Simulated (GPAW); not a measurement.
Runs of GPAW 26.7.0 on Sb. The structure is hexagonal, space group P6_3/mmc (No. 194). Conventional cell: a = 3.355 Å, b = 3.355 Å, c = 5.470 Å, α = 90.00°, β = 90.00°, γ = 120.00°. Sb (site symmetry -6m2) has 12 Sb at 3.35 Å as nearest neighbours. This isn't the form of Sb at room conditions, which is rhombohedral.

| task | level | potentials or basis | spin | cell | k mesh | band path | band points | spin axis theta (degrees) | spin axis phi (degrees) | soc after scf | pressure (GPa) | V0 of scaled cells (Å³/atom) | B0 (GPa) |
| --- | --- | --- | --- | --- | --- | --- | --- | --- | --- | --- | --- | --- | --- |
| band structure | PBEsol | PAW data sets generated in the run's folder for this functional, pw | off | as given | 7 × 7 × 4 | GMKGALHA,LM,KH | 100 | - | - | - | -1.6 | - | - |
| band structure | PBEsol | PAW data sets generated in the run's folder for this functional, pw | SOC, no magnetisation | as given | 9 × 9 × 5 | GMKGALHA,LM,KH | 80 | 54.7 | 45 | second variation | -1.9 | - | - |
| relaxation of cell and atoms | PBEsol+D3(BJ)+ATM | PAW data sets generated in the run's folder for this functional, pw | off | relaxed | 7 × 7 × 4 | - | - | - | - | - | 0.0 | - | - |
| equation of state | LDA | the program's PAW data sets (release 1.2.1) made for this functional, pw | off | as given | 7 × 7 × 4 | - | - | - | - | - | - | (a) | 71 |
| equation of state | PBEsol | PAW data sets generated in the run's folder for this functional, pw | off | as given | 9 × 9 × 5 | - | - | - | - | - | - | 25.85 | (b) |

Alike in all rows: cutoff (eV) 600; smearing fermi-dirac 0.05 eV.

Question: Fill in the values left out.

Answer: (a) 25.56; (b) 66.

Caveats: the cell was scaled at fixed shape and fractional positions, which overstates the stiffness of a crystal with free parameters, most of all of layers and chains (some runs); spin-orbit coupling was added after a scalar SCF, so levels and gaps hold it while energy, forces, pressure and moments don't (some runs); later steps reuse the first step's grids (some runs); pairwise dispersion overbinds metals, which lowers pressure and volume (some runs).

Not every run made on this cell is shown here.
